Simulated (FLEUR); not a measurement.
# PbSe (Clausthalite) (Fm-3m) in FLEUR: notebook

Runs on PbSe (Clausthalite). Level: LDA. Tasks: band structure, equation of state.

Program: FLEUR MaX-R8.1 (later development tree). These are calculated values, not measurements. Logs are shortened: lines on timing, memory, paths and dates and some standing lists are left out, and cuts for length are marked.

**What was measured.**

From a printed reference work, monograph, for a bulk crystal of PbSe at 4.2 K: band gap 0.15 eV (direct).

The results are compared with them further down.

### 1 The structure

It takes space group Fm-3m (No. 225, cubic). The conventional cell has a = 6.121 Å, b = 6.121 Å, c = 6.121 Å, α = 90.00°, β = 90.00°, γ = 90.00°. Pb (site symmetry m-3m) is surrounded by 6 Se at 3.06 Å. Se (site symmetry m-3m) is surrounded by 6 Pb at 3.06 Å.

### 2 Band structure, LDA

File inp.xml:

```xml
<?xml version="1.0" encoding="UTF-8" standalone="no"?>
<fleurInput fleurInputVersion="0.39">
   <comment>
      PbSe                                                                                                
   </comment>
   <calculationSetup>
      <cutoffs Kmax="4.1" Gmax="12.7" GmaxXC="12.7" numbands="0"/>
      <scfLoop itmax="60" minDistance="0.00001" maxIterBroyd="15" imix="Anderson" alpha="0.05" precondParam="0.0" spinf="2.0" sdNocoIR="T"/>
      <coreElectrons ctail="T" frcor="F" kcrel="0" coretail_lmax="0"/>
      <xcFunctional name="vwn" relativisticCorrections="F"/>
      <magnetism jspins="1"/>
      <soc l_soc="F" theta="0.0" phi="0.0" spav="F"/>
      <expertModes spex="0" secvar="F"/>
      <geometryOptimization l_f="F" forcealpha="1.0" forcemix="BFGS" epsdisp="0.00001" epsforce="0.00001"/>
      <ldaU l_linMix="F" mixParam="0.05" spinf="1.0"/>
   </calculationSetup>
   <cell>
      <bzIntegration valenceElectrons="36.0" mode="hist" fermiSmearingEnergy="0.00183747">
         <kPointListSelection listName="default-1"/>
         <!-- k-points included here -->
         <xi:include xmlns:xi="http://www.w3.org/2001/XInclude" href="kpts.xml"> </xi:include>
      </bzIntegration>
      <!-- symmetry operations included here -->
      <xi:include xmlns:xi="http://www.w3.org/2001/XInclude" href="sym.xml"> </xi:include>
      <bulkLattice scale="1.0">
[... 31 lines left out ...]
            <stateOccupation state="(4p3/2)" spinUp="1.333333" spinDown="1.333333"/>
         </electronConfig>
         <energyParameters s="4" p="4" d="4" f="4"/>
         <lo type="SCLO" l="2" n="3" eDeriv="0"/>
         <lo type="SCLO" l="0" n="4" eDeriv="2"/>
         <lo type="SCLO" l="1" n="4" eDeriv="2"/>
         <lo type="SCLO" l="3" n="4" eDeriv="2"/>
      </species>
   </atomSpecies>
   <atomGroups>
      <atomGroup species="Lead (Pb)">
         <relPos label="                   1">.0000000000 .0000000000 .0000000000</relPos>
         <force calculate="T" relaxXYZ="TTT"/>
      </atomGroup>
      <atomGroup species="Selenium (Se)">
         <relPos label="                   2">1.000/2.000 1.000/2.000 1.000/2.000</relPos>
         <force calculate="T" relaxXYZ="TTT"/>
      </atomGroup>
   </atomGroups>
   <output dos="F" band="F" slice="F">
      <checks vchk="F" cdinf="F"/>
      <bandDOS minEnergy="-.5*Htr" maxEnergy="0.5*Htr" sigma="0.015" storeEVData="T"/>
      <vacuumDOS vacdos="F" integ="F" star="F" nstars="0" locx1="0.0" locy1="0.0" locx2="0.0" locy2="0.0" nstm="0" tworkf="0.0"/>
      <unfoldingBand unfoldBand="F" supercellX="1" supercellY="1" supercellZ="1"/>
      <plotting iplot="0" polar="F">
         <plot TwoD="T" vec1="  1.0  0.0  0.0" vec2="  0.0  1.0  0.0" vec3="  0.0  0.0  1.0" zero="  0.0  0.0  0.0" file="plot"/>
      </plotting>
      <chargeDensitySlicing numkpt="0" minEigenval="0.0" maxEigenval="0.0" nnne="0" pallst="F"/>
      <specialOutput eonly="F"/>
      <moessbauerParams electricFieldGradient="T" isomerShift="T" coreHyperfine="T" valenceHyperfine="T"/>
      <magneticCircularDichroism mcd="F" energyLo="-10.0" energyUp="0.0"/>
   </output>
  <!-- We include the file relax.xml here to enable relaxations (see documentation) -->
  <xi:include xmlns:xi="http://www.w3.org/2001/XInclude" href="relax.xml"> <xi:fallback/> </xi:include>
</fleurInput>
```

File crystal.txt:

```
PbSe
&input cartesian=F /
0.0000000000  3.0606500000  3.0606500000
3.0606500000  0.0000000000  3.0606500000
3.0606500000  3.0606500000  0.0000000000
1.8897261246
1.0 1.0 1.0

2
82 0.0000000000  0.0000000000  0.0000000000
34 0.5000000000  0.5000000000  0.5000000000

&kpt div1=8 div2=8 div3=8 gamma=T /
```

File inp.xml (bands):

```
<?xml version="1.0" encoding="UTF-8" standalone="no"?>
<fleurInput fleurInputVersion="0.39">
   <comment>
      PbSe                                                                                                
   </comment>
   <calculationSetup>
      <cutoffs Kmax="4.1" Gmax="12.7" GmaxXC="12.7" numbands="0"/>
      <scfLoop itmax="60" minDistance="0.00001" maxIterBroyd="15" imix="Anderson" alpha="0.05" precondParam="0.0" spinf="2.0" sdNocoIR="T"/>
      <coreElectrons ctail="T" frcor="F" kcrel="0" coretail_lmax="0"/>
      <xcFunctional name="vwn" relativisticCorrections="F"/>
      <magnetism jspins="1"/>
      <soc l_soc="F" theta="0.0" phi="0.0" spav="F"/>
      <expertModes spex="0" secvar="F"/>
      <geometryOptimization l_f="F" forcealpha="1.0" forcemix="BFGS" epsdisp="0.00001" epsforce="0.00001"/>
      <ldaU l_linMix="F" mixParam="0.05" spinf="1.0"/>
   </calculationSetup>
   <cell>
      <bzIntegration valenceElectrons="36.0" mode="hist" fermiSmearingEnergy="0.00183747">
         <kPointListSelection listName="path-1"/>
         <!-- k-points included here -->
         <xi:include xmlns:xi="http://www.w3.org/2001/XInclude" href="kpts.xml"> </xi:include>
      </bzIntegration>
      <!-- symmetry operations included here -->
      <xi:include xmlns:xi="http://www.w3.org/2001/XInclude" href="sym.xml"> </xi:include>
      <bulkLattice scale="1.0">
         <bravaisMatrix>
[... 31 lines left out ...]
         </electronConfig>
         <energyParameters s="4" p="4" d="4" f="4"/>
         <lo type="SCLO" l="2" n="3" eDeriv="0"/>
         <lo type="SCLO" l="0" n="4" eDeriv="2"/>
         <lo type="SCLO" l="1" n="4" eDeriv="2"/>
         <lo type="SCLO" l="3" n="4" eDeriv="2"/>
      </species>
   </atomSpecies>
   <atomGroups>
      <atomGroup species="Lead (Pb)">
         <relPos label="                   1">.0000000000 .0000000000 .0000000000</relPos>
         <force calculate="T" relaxXYZ="TTT"/>
      </atomGroup>
      <atomGroup species="Selenium (Se)">
         <relPos label="                   2">1.000/2.000 1.000/2.000 1.000/2.000</relPos>
         <force calculate="T" relaxXYZ="TTT"/>
      </atomGroup>
   </atomGroups>
   <output dos="F" band="T" slice="F">
      <checks vchk="F" cdinf="F"/>
      <bandDOS minEnergy="-.5*Htr" maxEnergy="0.5*Htr" sigma="0.015" storeEVData="T"/>
      <vacuumDOS vacdos="F" integ="F" star="F" nstars="0" locx1="0.0" locy1="0.0" locx2="0.0" locy2="0.0" nstm="0" tworkf="0.0"/>
      <unfoldingBand unfoldBand="F" supercellX="1" supercellY="1" supercellZ="1"/>
      <plotting iplot="0" polar="F">
         <plot TwoD="T" vec1="  1.0  0.0  0.0" vec2="  0.0  1.0  0.0" vec3="  0.0  0.0  1.0" zero="  0.0  0.0  0.0" file="plot"/>
      </plotting>
      <chargeDensitySlicing numkpt="0" minEigenval="0.0" maxEigenval="0.0" nnne="0" pallst="F"/>
      <specialOutput eonly="F"/>
      <moessbauerParams electricFieldGradient="T" isomerShift="T" coreHyperfine="T" valenceHyperfine="T"/>
      <magneticCircularDichroism mcd="F" energyLo="-10.0" energyUp="0.0"/>
   </output>
  <!-- We include the file relax.xml here to enable relaxations (see documentation) -->
  <xi:include xmlns:xi="http://www.w3.org/2001/XInclude" href="relax.xml"> <xi:fallback/> </xi:include>
</fleurInput>
```

Potentials or basis: all-electron, FLAPW.

Launch:

```sh
$ inpgen -f crystal.txt -profile fastHighL
$ # inp.xml edited to the form shown
$ fleur_MPI
$ fleur_MPI   # second run, on inp.xml (bands)
```

Log:

```text
Welcome to FLEUR        (www.flapw.de)
      MaX-Release 8.1          (www.max-centre.eu)

 ========== k-point set info ==========
 Selected k-point list: default-1
 k-point list type: mesh
 8 x 8 x 8
 Number of k points: 29

 ------------Calculation Setup---------------------------
 Number of MPI-tasks      :            1
 Number of PE/node        :            1
 Number of OMP-threads    :            1
 Most efficient MPI parallelization for:
           1          29
 Additional eigenvalue parallelization possible
 Number of basis functions:          534
 Approximate size of matrices (H+S) per k-point:         0.004 GB
 --------------------------------------------------------
 Iteration:     1   Distance:       9.28344825 me/bohr^3
 Iteration:     2   Distance:       8.57958117 me/bohr^3
 Iteration:     3   Distance:       4.39498443 me/bohr^3
 Iteration:     4   Distance:       1.82242577 me/bohr^3
 Iteration:     5   Distance:       0.99245991 me/bohr^3
 Iteration:     6   Distance:       0.08445887 me/bohr^3
 Iteration:     7   Distance:       0.08003565 me/bohr^3
 Iteration:     8   Distance:       0.01933861 me/bohr^3
 Iteration:     9   Distance:       0.00569302 me/bohr^3
 Iteration:    10   Distance:       0.00613744 me/bohr^3
 Iteration:    11   Distance:       0.00086733 me/bohr^3
 Iteration:    12   Distance:       0.00008714 me/bohr^3
 Iteration:    13   Distance:       0.00008345 me/bohr^3
 Iteration:    14   Distance:       0.00000774 me/bohr^3

 ********************************************************************
 Run finished successfully
 Stop message:
   all done
 ********************************************************************
```

output (bands):

```text
Welcome to FLEUR        (www.flapw.de)
      MaX-Release 8.1          (www.max-centre.eu)

 ========== k-point set info ==========
 Selected k-point list: path-1
 k-point list type: path
 Number of k points: 60

 ------------Calculation Setup---------------------------
 Number of MPI-tasks      :            1
 Number of PE/node        :            1
 Number of OMP-threads    :            1
 Most efficient MPI parallelization for:
           1           2           3           4           5           6          10          12          15          20          30          60
 Additional eigenvalue parallelization possible
 Number of basis functions:          534
 Approximate size of matrices (H+S) per k-point:         0.004 GB
 --------------------------------------------------------
 Fermi energy correction for metals:
 Fermi energy in bands.* files may not be consistent with last density.
 Please correct it manually (e.g. in band.gnu file).

 Note: Band structure data (together with different weights) is also stored in the banddos.hdf file.
       A convenient way of extracting and plotting the data from that file is by making use of the

 ********************************************************************
 Run finished successfully
 Stop message:
   Charge density postprocessing done.
 ********************************************************************
```

out.xml (last iteration):

```text
<iteration numberForCurrentRun="   14" overallNumber="   14">
         <energyParameters units="Htr">
            <atomicEP atomType="1" spin="1" branch="6s" branchLowest="-4.91" branchHighest="0.52" value="-0.1019696748"/>
            <atomicEP atomType="1" spin="1" branch="6p" branchLowest="-2.76" branchHighest="1.36" value="0.1818093220"/>
            <atomicEP atomType="1" spin="1" branch="5d" branchLowest="-14.35" branchHighest="-0.33" value="-0.3612613126"/>
            <atomicEP atomType="1" spin="1" branch="5f" branchLowest="-4.51" branchHighest="1.82" value="0.5215529862"/>
            <loAtomicEP atomType="1" spin="1" branch="5p" branchLowest="-23.25" branchHighest="-2.76" value="-2.8311327794"/>
            <loAtomicEP atomType="1" spin="1" branch="5p" branchLowest="-23.25" branchHighest="-2.76" value="-2.8311327794"/>
            <loAtomicEP atomType="1" spin="1" branch="6s" branchLowest="-4.91" branchHighest="0.52" value="-0.1019696748"/>
            <loAtomicEP atomType="1" spin="1" branch="5d" branchLowest="-14.35" branchHighest="-0.33" value="-0.3930013803"/>
            <loAtomicEP atomType="1" spin="1" branch="5f" branchLowest="-4.51" branchHighest="1.82" value="0.5215401087"/>
            <atomicEP atomType="2" spin="1" branch="4s" branchLowest="-7.37" branchHighest="0.16" value="-0.2443431930"/>
            <atomicEP atomType="2" spin="1" branch="4p" branchLowest="-5.17" branchHighest="0.80" value="0.1129461701"/>
            <atomicEP atomType="2" spin="1" branch="4d" branchLowest="-1.52" branchHighest="1.90" value="0.3998420234"/>
            <atomicEP atomType="2" spin="1" branch="4f" branchLowest="-9.99" branchHighest="2.81" value="0.5691363311"/>
            <loAtomicEP atomType="2" spin="1" branch="3d" branchLowest="-9.99" branchHighest="-1.52" value="-1.5180151161"/>
            <loAtomicEP atomType="2" spin="1" branch="4s" branchLowest="-7.37" branchHighest="0.16" value="-0.2443431930"/>
            <loAtomicEP atomType="2" spin="1" branch="4p" branchLowest="-5.17" branchHighest="0.80" value="0.1094716531"/>
            <loAtomicEP atomType="2" spin="1" branch="4f" branchLowest="-9.99" branchHighest="2.81" value="0.5691383899"/>
         </energyParameters>
         <eigenvalues>
            <eigenvaluesAt spin="1" ikpt="1" k_x="0.00000000" k_y="0.00000000" k_z="0.00000000">
                      -2.7653260572       -2.7653260572       -2.7653260572       -1.5201356127       -1.5201356127
                      -1.5200359445       -1.5200359445       -1.5200359445       -0.3968886596       -0.3968886596
                      -0.3968097906       -0.3968097906       -0.3968097906       -0.2830386777       -0.0187538182
                       0.1498507338        0.1498507338        0.1498507338        0.3873310250        0.3873310250
                       0.3873310250        0.4574260614        0.4574260614        0.4574260614        0.5138177755
                       0.5208791785        0.5508327861        0.5508327861
            </eigenvaluesAt>
            <eigenvaluesAt spin="1" ikpt="2" k_x="0.00000000" k_y="0.00000000" k_z="0.12500000">
                      -2.7653263775       -2.7653259429       -2.7653259429       -1.5201331838       -1.5201331838
                      -1.5200334192       -1.5200319229       -1.5200319229       -0.3970109872       -0.3970109872
                      -0.3967892564       -0.3966384895       -0.3966384895       -0.2786787177       -0.0327186409
                       0.1513995974        0.1513995974        0.1594102285        0.3484768564        0.3631496290
                       0.3631496290        0.4490213565        0.4699930838        0.4699930838        0.5555559800
                       0.5704319181        0.5841585367        0.5841585367
[... 63 lines left out ...]
               <shell n="1" l="0" isomerShift="2447022.73839"/>
               <shell n="2" l="0" isomerShift="377609.81619"/>
               <shell n="2" l="1" isomerShift="29985.98457"/>
               <shell n="3" l="0" isomerShift="87288.45650"/>
               <shell n="3" l="1" isomerShift="7786.69580"/>
               <shell n="4" l="0" isomerShift="22637.20773"/>
               <shell n="3" l="2" isomerShift="0.00327"/>
               <shell n="4" l="1" isomerShift="1995.67353"/>
               <shell n="4" l="2" isomerShift="0.00091"/>
               <shell n="4" l="3" isomerShift="0.00000"/>
               <shell n="5" l="0" isomerShift="4882.94376"/>
            </coreIsomerShift>
            <coreIsomerShift atomType="2" isTotal="39786.07612">
               <shell n="1" l="0" isomerShift="35524.48749"/>
               <shell n="2" l="0" isomerShift="3641.48340"/>
               <shell n="2" l="1" isomerShift="36.72318"/>
               <shell n="3" l="0" isomerShift="577.49857"/>
               <shell n="3" l="1" isomerShift="5.88348"/>
            </coreIsomerShift>
            <isomerShift atomType="1" nucleusRadius="0.0001398" averageDensity="2979807.26559"/>
            <isomerShift atomType="2" nucleusRadius="0.0001013" averageDensity="39843.54454"/>
            <electricFieldGradient atomType="1" VXX="0.00000" VYY="0.00000" VZZ="0.00000" asymParam="0.00000">
            </electricFieldGradient>
            <electricFieldGradient atomType="2" VXX="0.00000" VYY="0.00000" VZZ="0.00000" asymParam="0.00000">
            </electricFieldGradient>
         </moessbauerParams>
         <totalEnergy                                    value="   -23344.1881920731" units="Htr">
            <sumOfEigenvalues                            value="   -14341.6331986505">
               <coreElectrons value="-14306.0088498919"/>
               <valenceElectrons value="-35.6243487586"/>
            </sumOfEigenvalues>
            <densityCoulombPotentialIntegral value="-40556.2578986561"/>
            <densityEffectivePotentialIntegral value="-41171.8330896360"/>
            <chargeDenXCDenIntegral value="-463.8314271953"/>
            <FockExchangeEnergyValence value="0.0000000000"/>
            <FockExchangeEnergyCore value="0.0000000000"/>
            <atomTypeDependentContributions atomType="1">
               <electronNucleiInteractionDifferentMTs value="26453.5793920492"/>
               <MadelungTerm value="-39.7540665936"/>
            </atomTypeDependentContributions>
            <atomTypeDependentContributions atomType="2">
               <electronNucleiInteractionDifferentMTs value="2925.2614193158"/>
               <MadelungTerm value="-13.8328285766"/>
            </atomTypeDependentContributions>
            <tkbTimesEntropy value="0.0000226283"/>
            <freeEnergy value="-23344.1882147014"/>
            <extrapolationTo0K value="-23344.1882033872"/>
         </totalEnergy>
         <densityConvergence units="me/bohr^3">
            <chargeDensity spin="1" distance="0.0000077383"/>
         </densityConvergence>
      </iteration>
```

It took 90 s on 1 thread of Arm Neoverse N1, shared host; peak memory 0.06 GiB.

Results:

- Free energy: -635227.7221 eV
- Band gap on the k mesh: 0.19 eV, direct
- Band gap along the path: 0.19 eV, direct
- Valence electrons inside the program's atomic spheres: Pb 17.93; Se 14.61 (radii Pb 2.66, Se 2.46 bohr)

Levels at the corners of the path, in eV from the valence-band top:
```
point  band 16  band 17  band 18  band 19  band 20  band 21
    Γ    -1.84    -1.84    -1.84     4.62     4.62     4.62
    X    -4.98    -3.21    -3.21     3.66     5.53     5.53
    W    -4.22    -4.22    -0.76     1.80     4.90     4.90
    K    -4.57    -2.70    -2.40     3.33     3.96     5.37
    Γ    -1.84    -1.84    -1.84     4.62     4.62     4.62
    L    -1.41    -1.41     0.00     0.19     1.64     1.64
    U    -4.57    -2.70    -2.40     3.33     3.96     5.37
    W    -4.22    -4.22    -0.76     1.80     4.90     4.90
    L    -1.41    -1.41     0.00     0.19     1.64     1.64
    K    -4.57    -2.70    -2.40     3.33     3.96     5.37
    U    -4.57    -2.70    -2.40     3.33     3.96     5.37
    X    -4.98    -3.21    -3.21     3.66     5.53     5.53
```

Core levels (eV from the Fermi level):
```csv
atom,levels
1 Pb,"1s1/2 -87909.7, 2s1/2 -15708.2, 2p1/2 -15087.9, 2p3/2 -12900.1, 3s1/2 -3766.9, 3p1/2 -3486.6, 3p3/2 -2998.6, 4s1/2 -848.9, 3d3/2 -2536.8, 3d5/2 -2432.9, 4p1/2 -727.6, 4p3/2 -607.9, 4d3/2 -410.2, 4d5/2 -387.8, 4f5/2 -131.6, 4f7/2 -126.5, 5s1/2 -139.7"
2 Se,"1s1/2 -12473.5, 2s1/2 -1597.9, 2p1/2 -1434.3, 2p3/2 -1392.6, 3s1/2 -206.6, 3p1/2 -150.6, 3p3/2 -144.7"
```

Caveat: spin-orbit coupling is left out, which as a rule narrows the gap of such compounds by several tenths of an eV.

### 3 Equation of state, LDA, 26.95 Å³/atom (volume scaled by 0.94)

Changes to inp.xml since step 2:

```diff
@@ -24,3 +24,3 @@
       <xi:include xmlns:xi="http://www.w3.org/2001/XInclude" href="sym.xml"> </xi:include>
-      <bulkLattice scale="1.0">
+      <bulkLattice scale="0.9795861087">
          <bravaisMatrix>
@@ -50,3 +50,3 @@
       <species name="Selenium (Se)" element="Se" atomicNumber="34">
-         <mtSphere radius="2.46" gridPoints="813" logIncrement="0.015"/>
+         <mtSphere radius="2.39" gridPoints="813" logIncrement="0.015"/>
          <atomicCutoffs lmax="10" lnonsphr="10"/>
```

Potentials or basis: all-electron, FLAPW.

Launch:

```sh
$ inpgen -f crystal.txt -profile fastHighL
$ # inp.xml edited to the form shown
$ fleur_MPI
```

It took 36 s on 1 thread of Arm Neoverse V2, shared host; peak memory 0.06 GiB.

It converged, with:

- Free energy: -635227.7334 eV
- Band gap on the k mesh: 0.03 eV, direct
- Valence electrons inside the program's atomic spheres: Pb 17.98; Se 14.46 (radii Pb 2.66, Se 2.39 bohr)

Caveat: spin-orbit coupling is left out, which as a rule narrows the gap of such compounds by several tenths of an eV.

### 4 Equation of state, LDA, 27.52 Å³/atom (volume scaled by 0.96)

Changes to inp.xml since step 3:

```diff
@@ -24,3 +24,3 @@
       <xi:include xmlns:xi="http://www.w3.org/2001/XInclude" href="sym.xml"> </xi:include>
-      <bulkLattice scale="0.9795861087">
+      <bulkLattice scale="0.9864848297">
          <bravaisMatrix>
```

Launch:

```sh
$ inpgen -f crystal.txt -profile fastHighL
$ # inp.xml edited to the form shown
$ fleur_MPI
```

Wall time 38 s (1 thread of Arm Neoverse V2, shared host); peak memory 0.06 GiB.

It converged, with:

| Property | Result |
| --- | --- |
| Free energy | -635227.7378 eV |
| Band gap on the k mesh | 0.05 eV, direct |
| Valence electrons inside the program's atomic spheres | Pb 17.96; Se 14.45 (radii Pb 2.66, Se 2.39 bohr) |

Caveat: spin-orbit coupling is left out, which as a rule narrows the gap of such compounds by several tenths of an eV.

(Part 1 of 2 ends here.)
